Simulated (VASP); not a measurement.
SiGe2: single point with PBE

Crystal: SiGe2.

```
CELL_PARAMETERS angstrom
0.00000 3.11035 3.11035
3.11035 0.00000 3.11035
3.11035 3.11035 0.00000
ATOMIC_POSITIONS crystal
Si 0.00000 0.00000 0.00000
Ge 0.75000 0.75000 0.75000
Ge 0.25000 0.25000 0.25000
```

The cell comes from a database or a generator and needn't be the stable form of this composition.

```json
{
  "Program": "VASP 6.6.1",
  "Task": "single point",
  "Functional": "PBE",
  "Potentials or basis": "VASP PAW PBE potentials, release 64 (Si, Ge_d)",
  "Cutoff": "520 eV",
  "k mesh": "12 × 12 × 12",
  "Occupations": "gaussian, width 0.1 eV",
  "Spin": "no spin polarisation"
}
```

```yaml
Pressure: -0.1 GPa
Band_gap_on_the_k_mesh: none (metal or under the smearing width)
```

Levels at points of the mesh, in eV from the Fermi level:
```tsv
k point	band 12	band 13	band 14	band 15	band 16	band 17	band 18	band 19	band 20	band 21
(0.00, 0.00, 0.00)	-4.50	-1.57	-1.57	-1.57	-1.36	-1.04	-1.04	-1.04	4.05	4.05
(0.50, 0.00, 0.00)	-9.55	-4.39	-2.75	-2.75	-0.66	-0.66	0.02	5.06	5.72	5.72
(0.50, 0.50, 0.00)	-8.77	-7.06	-4.62	-4.62	-1.20	4.14	4.14	4.88	6.38	6.38
```

It took 41 s on 1 thread of Intel(R) Xeon(R) 6975P-C (Granite Rapids) (shared host), peak memory 0.25 GiB.
